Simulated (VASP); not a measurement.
Set up this calculation in VASP 6.6.1, as the native input.

- Task: single point
- Functional: PBE
- Potentials or basis: VASP PAW PBE potentials, release 64 (As, Ga_d)
- Cutoff: 520 eV
- k mesh: 8 × 8 × 8
- Occupations: gaussian, width 0.02 eV
- Spin: no spin polarisation
- Further INCAR settings: ALGO = Fast; EDIFF = 1e-06

The structure of GaAs lies in POSCAR:

```
GaAs
1.0
    0.0000000000      2.8268500000      2.8268500000
    2.8268500000      0.0000000000      2.8268500000
    2.8268500000      2.8268500000      0.0000000000
As Ga
1 1
Direct
    0.7500000000      0.7500000000      0.7500000000
    0.0000000000      0.0000000000      0.0000000000
```

One way to write it, as run:

INCAR

```
PREC = Accurate
ENCUT = 520
EDIFF = 1E-6
ISMEAR = 0
SIGMA = 0.02
LREAL = False
LASPH = True
NELM = 100
ALGO = Fast
ISIF = 2
LWAVE = False
LCHARG = False
GGA = PE
```

KPOINTS

```
Automatic mesh
0
Gamma
  8 8 8
```

Potentials or basis: VASP PAW PBE potentials, release 64 (As, Ga_d).

The run is started by

```console
$ cat potpaw_PBE.64/As/POTCAR potpaw_PBE.64/Ga_d/POTCAR > POTCAR
$ mpirun -np 1 vasp_std > vasp.out
```

Results of the run:

```yaml
Pressure: 3.5 GPa
Band_gap_on_the_k_mesh: 0.52 eV, direct
```

Wall time 43 s on 1 thread of Intel(R) Xeon(R) Platinum 8175M CPU @ 2.50GHz (Skylake/Cascade Lake), with other jobs on the host, peak memory 0.17 GiB.
